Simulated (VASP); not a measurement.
# AlN (P6_3mc) in VASP: a series of runs, part 2 of 3

VASP 6.6.1. Earlier steps stand in the parts before.

## 3. Dielectric tensor, PBE

INCAR

```
  PREC = Accurate
  ENCUT = 400
  EDIFF = 1E-6
  ISMEAR = 0
  SIGMA = 0.01
  LREAL = False
  LASPH = True
  NELM = 100
  ALGO = Normal
  ISIF = 2
  LWAVE = False
  LCHARG = False
  GGA = PE
  LEPSILON = True
```

KPOINTS

```
Automatic mesh
0
Gamma
  8 8 4
```

POSCAR

```
AlN
1.0
    3.1130000000      0.0000000000      0.0000000000
   -1.5565000000      2.6959370820      0.0000000000
    0.0000000000      0.0000000000      4.9810000000
Al N
2 2
Direct
    0.6666666667      0.3333333333      0.5000000000
    0.3333333333      0.6666666667      0.0000000000
    0.6666666667      0.3333333333      0.8800000000
    0.3333333333      0.6666666667      0.3800000000
```

Potentials or basis: VASP PAW PBE potentials, release 64 (Al, N).

Run with:

```bash
cat potpaw_PBE.64/Al/POTCAR potpaw_PBE.64/N/POTCAR > POTCAR
mpirun -np 1 vasp_std > vasp.out
```

OUTCAR:

```text
PREC = Accurate
   ENCUT = 400
   EDIFF = 1E-6
   ISMEAR = 0
   LREAL = False
   LASPH = True
   NELM = 100
   ISIF = 2
   GGA = PE
   LEPSILON = True

 Found     30 irreducible k-points:

 Following reciprocal coordinates:
            Coordinates               Weight
  0.000000  0.000000  0.000000      1.000000
  0.125000  0.000000  0.000000      6.000000
  0.250000  0.000000  0.000000      6.000000
  0.375000  0.000000  0.000000      6.000000
  0.500000  0.000000  0.000000      3.000000
  0.125000  0.125000  0.000000      6.000000
   k-points           NKPTS =     30   k-points in BZ     NKDIM =     30   number of bands    NBANDS=     12
   number of dos      NEDOS =    301   number of ions     NIONS =      4
   total plane-waves  NPLWV =  12800
   dimension x,y,z NGX =    20 NGY =   20 NGZ =   32
   dimension x,y,z NGXF=    40 NGYF=   40 NGZF=   64
   ions per type =               2   2
   NGX,Y,Z   is equivalent  to a cutoff of  10.68, 10.68, 10.68 a.u.
   NGXF,Y,Z  is equivalent  to a cutoff of  21.36, 21.36, 21.36 a.u.
 SYSTEM =  unknown system
   PREC   = accura    normal or accurate (medium, high low for compatibility)
   ISTART =      0    job   : 0-new  1-cont  2-samecut
   ICHARG =      2    charge: 1-file 2-atom 10-const
   ISPIN  =      1    spin polarized calculation?
   LNONCOLLINEAR =      F non collinear calculations
   LSORBIT =      F    spin-orbit coupling
   LASPH  =      T    aspherical Exc in radial PAW
   ENCUT  =  400.0 eV  29.40 Ry    5.42 a.u.   5.08  5.08  8.12*2*pi/ulx,y,z
   NELM   =    100;   NELMIN=  2; NELMDL= -5     # of ELM steps
   EDIFF  = 0.1E-05   stopping-criterion for ELM
   LREAL  =      F    real-space projection
   EDIFFG = 0.1E-04   stopping-criterion for IOM
   NSW    =      0    number of steps for IOM
   IBRION =     -1    ionic relax: 0-MD 1-quasi-New 2-CG
   NFREE  =      0    steps in history (QN), initial steepest desc. (CG)
   ISIF   =      2    stress and relaxation
   ISYM   =      2    0-nonsym 1-usesym 2-fastsym
   POTIM  = 0.5000    time-step for ionic-motion
   TEBEG  =    0.0;   TEEND  =   0.0 temperature during run
[... 170 lines left out ...]
 Free energy of the ion-electron system (eV)
  ---------------------------------------------------
  ---------------------------------------------------
  free energy    TOTEN  =        -0.43940734 eV

  energy without entropy =       -0.43940734

------------------------ aborting loop because EDIFF is reached ----------------------------------------

--------------------------------------- Ionic step        2  -------------------------------------------

------------------------ aborting loop because EDIFF is reached ----------------------------------------

--------------------------------------- Ionic step        3  -------------------------------------------

 Free energy of the ion-electron system (eV)
  ---------------------------------------------------
  ---------------------------------------------------
  free energy    TOTEN  =        -0.46191352 eV

  energy without entropy =       -0.46191352

------------------------ aborting loop because EDIFF is reached ----------------------------------------

 PIEZOELECTRIC TENSOR FIELD DIRECTION 3  (e Angst)
 -----------------------------------------------------------------------------
     0.68766  0.00000 -0.00000           (  0.00363  0.00000  0.00000)
     0.00000  0.68766  0.00000           (  0.00000  0.00363  0.00000)
    -0.00000  0.00000 -1.03822           (  0.00000  0.00000 -0.00198)

 PIEZOELECTRIC TENSOR FIELD DIRECTION 3  (C/m^2)
 -----------------------------------------------------------------------------
     0.26356  0.00000 -0.00000
     0.00000  0.26356  0.00000
    -0.00000  0.00000 -0.39792

 MACROSCOPIC STATIC DIELECTRIC TENSOR (including local field effects in DFT)
 ------------------------------------------------------
           4.450052    -0.000000     0.000000
           0.000000     4.450052     0.000000
           0.000000     0.000000     4.642745
 ------------------------------------------------------

 PIEZOELECTRIC TENSOR (including local field effects)  for field in x, y, z        (e  Angst)
          XX          YY          ZZ          XY          YZ          ZX
  --------------------------------------------------------------------------------
  x     0.00000    -0.00000     0.00000    -0.00000     0.00000     0.88976
  y    -0.00000    -0.00000    -0.00000     0.00000     0.88976     0.00000
  z     0.68766     0.68766    -1.03822     0.00000     0.00000    -0.00000

 PIEZOELECTRIC TENSOR (including local field effects)  for field in x, y, z        (C/m^2)
          XX          YY          ZZ          XY          YZ          ZX
  --------------------------------------------------------------------------------
  x     0.00000    -0.00000     0.00000    -0.00000     0.00000     0.34102
  y    -0.00000    -0.00000    -0.00000     0.00000     0.34102     0.00000
  z     0.26356     0.26356    -0.39792     0.00000     0.00000    -0.00000

 BORN EFFECTIVE CHARGES (including local field effects) (in |e|, cummulative output)
 ---------------------------------------------------------------------------------
 ion    1
    1     2.51142     0.00000    -0.00000
    2     0.00000     2.51142     0.00000
    3     0.00000    -0.00000     2.66503
 ion    2
    1     2.51142     0.00000    -0.00000
    2     0.00000     2.51142     0.00000
    3    -0.00000     0.00000     2.66503
 ion    3
    1    -2.51142    -0.00000    -0.00000
    2     0.00000    -2.51142     0.00000
    3     0.00000     0.00000    -2.66503
 ion    4
    1    -2.51142     0.00000     0.00000
    2     0.00000    -2.51142    -0.00000
    3    -0.00000     0.00000    -2.66503
```

OSZICAR:

```text
N       E                     dE             d eps       ncg     rms          rms(c)
DAV:   1     0.421112720011E+02    0.42111E+02   -0.65612E+03   720   0.965E+02
DAV:   2    -0.313244808898E+02   -0.73436E+02   -0.68997E+02  1108   0.202E+02
DAV:   3    -0.344460098349E+02   -0.31215E+01   -0.31130E+01   944   0.444E+01
[... 14 lines left out ...]
RMM:   3    -0.430313723282E+00    0.46397E-02   -0.75718E-03  1195   0.628E-01    0.592E-01
RMM:   4    -0.456749216045E+00   -0.26435E-01   -0.11106E-02  1201   0.791E-01    0.882E-02
RMM:   5    -0.460728637154E+00   -0.39794E-02   -0.19979E-04  1214   0.119E-01    0.231E-02
RMM:   6    -0.461582209088E+00   -0.85357E-03   -0.24880E-05  1263   0.393E-02    0.712E-03
RMM:   7    -0.461828031110E+00   -0.24582E-03   -0.15924E-06  1285   0.108E-02    0.226E-03
RMM:   8    -0.461913589089E+00   -0.85558E-04   -0.20491E-07  1143   0.383E-03    0.272E-04
RMM:   9    -0.461913519103E+00    0.69986E-07    0.26980E-09   709   0.604E-04    0.592E-05
```

stdout:

```text
POSCAR found type information on POSCAR AlN
 POSCAR found :  2 types and       4 ions
 scaLAPACK will be used
 LDA part: xc-table for (Slater+PW92), standard interpolation
 POSCAR, INCAR and KPOINTS ok, starting setup
 FFT: planning ... GRIDC
 FFT: planning ... GRID_SOFT
 FFT: planning ... GRID
 WAVECAR not read
 entering main loop
 Linear response reoptimize wavefunctions to high precision
 Linear response G [H, r] |phi>, progress :
  Direction:   1
 Linear response G [H, r] |phi>, progress :
  Direction:   2
 Linear response G [H, r] |phi>, progress :
  Direction:   3
 Linear response to external field (no local field effect), progress :
  Direction:   1
 dielectric tensor                  component  1 :     4.027    -0.997    -0.254
 Linear response to external field (no local field effect), progress :
  Direction:   2
 dielectric tensor                  component  2 :    -0.997     5.155    -0.165
 Linear response to external field (no local field effect), progress :
  Direction:   3
 dielectric tensor                  component  3 :    -0.254    -0.165     4.767
 Linear response to external field, progress :
  Direction:   1
 dielectric tensor                  component  1 :     4.450    -0.295    -0.000
 Linear response to external field, progress :
  Direction:   2
 dielectric tensor                  component  2 :    -0.491     4.450    -0.000
 Linear response to external field, progress :
  Direction:   3
 dielectric tensor                  component  3 :    -0.256    -0.167     4.643
 Born effective charges drift removed
```

It took 58 s on 1 thread of Intel Xeon Platinum 8488C (Sapphire Rapids), shared host; peak memory 0.17 GiB.

The run converged, but some of its settings lie outside the range that counts as converged, so its numbers aren't taken as properties of the crystal.

Results:

| Quantity | Value |
| --- | --- |
| Band gap on the k mesh | 4.21 eV, direct |
| Electronic dielectric tensor (diagonal) | 4.45, 4.45, 4.64 |
| Born charges (mean of the diagonal) | Al +2.56; N -2.56 e |

## 4. Dielectric tensor, PBE

Edit INCAR of step 3 so:

```diff
@@ -1,4 +1,4 @@
-  PREC = Accurate
+  PREC = Normal
   ENCUT = 400
-  EDIFF = 1E-6
+  EDIFF = 1E-8
   ISMEAR = 0
```

KPOINTS is that of step 3.

POSCAR is that of step 3.

Potentials or basis: VASP PAW PBE potentials, release 64 (Al, N).

Run with:

```bash
cat potpaw_PBE.64/Al/POTCAR potpaw_PBE.64/N/POTCAR > POTCAR
mpirun -np 1 vasp_std > vasp.out
```

OUTCAR:

```text
PREC = Normal
   ENCUT = 400
   EDIFF = 1E-8
   ISMEAR = 0
   LREAL = False
   LASPH = True
   NELM = 100
   ISIF = 2
   GGA = PE
   LEPSILON = True

 Found     30 irreducible k-points:

 Following reciprocal coordinates:
            Coordinates               Weight
  0.000000  0.000000  0.000000      1.000000
  0.125000  0.000000  0.000000      6.000000
  0.250000  0.000000  0.000000      6.000000
  0.375000  0.000000  0.000000      6.000000
  0.500000  0.000000  0.000000      3.000000
  0.125000  0.125000  0.000000      6.000000
   k-points           NKPTS =     30   k-points in BZ     NKDIM =     30   number of bands    NBANDS=     12
   number of dos      NEDOS =    301   number of ions     NIONS =      4
   total plane-waves  NPLWV =   6144
   dimension x,y,z NGX =    16 NGY =   16 NGZ =   24
   dimension x,y,z NGXF=    32 NGYF=   32 NGZF=   48
   ions per type =               2   2
   NGX,Y,Z   is equivalent  to a cutoff of   8.54,  8.54,  8.01 a.u.
   NGXF,Y,Z  is equivalent  to a cutoff of  17.09, 17.09, 16.02 a.u.
 SYSTEM =  unknown system
   PREC   = normal    normal or accurate (medium, high low for compatibility)
   ISTART =      0    job   : 0-new  1-cont  2-samecut
   ICHARG =      2    charge: 1-file 2-atom 10-const
   ISPIN  =      1    spin polarized calculation?
   LNONCOLLINEAR =      F non collinear calculations
   LSORBIT =      F    spin-orbit coupling
   LASPH  =      T    aspherical Exc in radial PAW
[... 209 lines left out ...]
 -----------------------------------------------------------------------------
     0.68776  0.00000 -0.00000           (  0.00363  0.00000  0.00000)
     0.00000  0.68776  0.00000           (  0.00000  0.00363  0.00000)
     0.00000  0.00000 -1.03845           (  0.00000  0.00000 -0.00196)

 PIEZOELECTRIC TENSOR FIELD DIRECTION 3  (C/m^2)
 -----------------------------------------------------------------------------
     0.26360  0.00000 -0.00000
     0.00000  0.26360  0.00000
     0.00000  0.00000 -0.39801

 MACROSCOPIC STATIC DIELECTRIC TENSOR (including local field effects in DFT)
 ------------------------------------------------------
           4.449697     0.000000     0.000000
          -0.000000     4.449697     0.000000
           0.000000     0.000000     4.642100
 ------------------------------------------------------

 PIEZOELECTRIC TENSOR (including local field effects)  for field in x, y, z        (e  Angst)
          XX          YY          ZZ          XY          YZ          ZX
  --------------------------------------------------------------------------------
  x     0.00000     0.00000     0.00000     0.00000     0.00000     0.88985
  y     0.00000     0.00000     0.00000     0.00000     0.88985     0.00000
  z     0.68776     0.68776    -1.03845     0.00000     0.00000     0.00000

 PIEZOELECTRIC TENSOR (including local field effects)  for field in x, y, z        (C/m^2)
          XX          YY          ZZ          XY          YZ          ZX
  --------------------------------------------------------------------------------
  x     0.00000     0.00000     0.00000     0.00000     0.00000     0.34105
  y     0.00000     0.00000     0.00000     0.00000     0.34105     0.00000
  z     0.26360     0.26360    -0.39801     0.00000     0.00000     0.00000

 BORN EFFECTIVE CHARGES (including local field effects) (in |e|, cummulative output)
 ---------------------------------------------------------------------------------
 ion    1
    1     2.51143    -0.00000     0.00000
    2     0.00000     2.51143     0.00000
    3     0.00000     0.00000     2.66499
 ion    2
    1     2.51143     0.00000     0.00000
    2     0.00000     2.51143    -0.00000
    3     0.00000    -0.00000     2.66499
 ion    3
    1    -2.51143    -0.00000    -0.00000
    2     0.00000    -2.51143     0.00000
    3     0.00000     0.00000    -2.66499
 ion    4
    1    -2.51143     0.00000     0.00000
    2     0.00000    -2.51143     0.00000
    3     0.00000    -0.00000    -2.66499
```

stdout:

```text
POSCAR found type information on POSCAR AlN
 POSCAR found :  2 types and       4 ions
 scaLAPACK will be used
 LDA part: xc-table for (Slater+PW92), standard interpolation
 POSCAR, INCAR and KPOINTS ok, starting setup
 FFT: planning ... GRIDC
 FFT: planning ... GRID_SOFT
 FFT: planning ... GRID
 WAVECAR not read
 entering main loop
 Linear response reoptimize wavefunctions to high precision
 Linear response G [H, r] |phi>, progress :
  Direction:   1
 Linear response G [H, r] |phi>, progress :
  Direction:   2
 Linear response G [H, r] |phi>, progress :
  Direction:   3
 Linear response to external field (no local field effect), progress :
  Direction:   1
 dielectric tensor                  component  1 :     4.027    -0.997    -0.254
 Linear response to external field (no local field effect), progress :
  Direction:   2
 dielectric tensor                  component  2 :    -0.997     5.154    -0.165
 Linear response to external field (no local field effect), progress :
  Direction:   3
 dielectric tensor                  component  3 :    -0.254    -0.165     4.766
 Linear response to external field, progress :
  Direction:   1
 dielectric tensor                  component  1 :     4.450    -0.295    -0.000
 Linear response to external field, progress :
  Direction:   2
 dielectric tensor                  component  2 :    -0.491     4.450    -0.000
 Linear response to external field, progress :
  Direction:   3
 dielectric tensor                  component  3 :    -0.256    -0.167     4.642
 Born effective charges drift removed
```

Wall time 44 s (1 thread of Intel Xeon Platinum 8488C (Sapphire Rapids), shared host); peak memory 0.16 GiB.

The run converged, but some of its settings lie outside the range that counts as converged, so its numbers aren't taken as properties of the crystal.

Results:

* Band gap on the k mesh: 4.21 eV, direct
* Electronic dielectric tensor (diagonal): 4.45, 4.45, 4.64
* Born charges (mean of the diagonal): Al +2.56; N -2.56 e

(Continued in part 3 of 3.)
